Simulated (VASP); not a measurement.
The system is Mo.

```
CELL_PARAMETERS angstrom
1.64506 0.94978 3.93921
-1.64506 0.94978 3.93921
0.00000 -1.89956 3.93921
ATOMIC_POSITIONS crystal
Mo 0.05770 0.05770 0.05770
Mo 0.94230 0.94230 0.94230
```

The cell was built by a generator and needn't be a form met in nature.

- Program: VASP 6.6.1
- Task: relaxation of cell and atoms
- Functional: PBE
- Potentials or basis: VASP PAW PBE potentials, release 64 (Mo_sv)
- Cutoff: 600 eV
- k mesh: 6 × 6 × 6
- Occupations: gaussian, width 0.1 eV
- Spin: no spin polarisation

At the start: pressure 400.7 GPa; volume 18.46 Å³/atom.

Q: How do energy, volume and symmetry change on relaxing?

A: Over 43 steps the energy falls by 17941.8 meV/atom and the volume is 16.20 Å³/atom (-12.3 %); space group R-3m (No. 166, to 0.05 Å).

The path:
```csv
step,energy change (eV),largest force (eV/Å),pressure (GPa),volume (Å³)
1,0.0000,194.9215,400.75,36.93
3,136.8817,0.6538,-203.49,155.18
5,-23.9949,1.8727,-54.96,81.76
7,-33.3159,0.4054,-7.67,63.68
9,-33.3608,3.9324,9.04,54.89
11,-33.5700,1.3691,-0.24,56.81
13,-33.6581,0.9077,-7.68,54.39
15,-33.7503,0.0534,-2.17,51.91
17,-33.8117,0.3976,0.27,49.21
19,-34.3724,1.6252,-0.92,42.23
21,-34.5063,5.3266,30.56,31.82
23,-34.5385,5.2002,31.12,31.44
25,-34.5659,4.4662,32.21,30.99
27,-34.7843,3.7902,24.39,31.64
29,-35.2784,1.7232,-0.66,34.29
31,-35.3369,0.9755,-10.63,35.77
33,-35.5533,0.7285,-9.65,34.95
35,-35.7729,0.2440,10.82,30.94
37,-35.8785,0.2133,-0.57,32.46
39,-35.8818,0.1171,1.18,32.22
41,-35.8833,0.0497,-0.31,32.42
43,-35.8835,0.0341,-0.20,32.40
```

Final structure:
```
Mo
1.0
     1.50254    0.86749    4.14304
    -1.50254    0.86749    4.14304
     0.00000   -1.73498    4.14304
Mo
2
Direct
  0.74966 0.74966 0.74966
  0.25034 0.25034 0.25034
```

Caveat: the k mesh is coarse (spacing up to 0.38 Å⁻¹), so the values aren't converged.
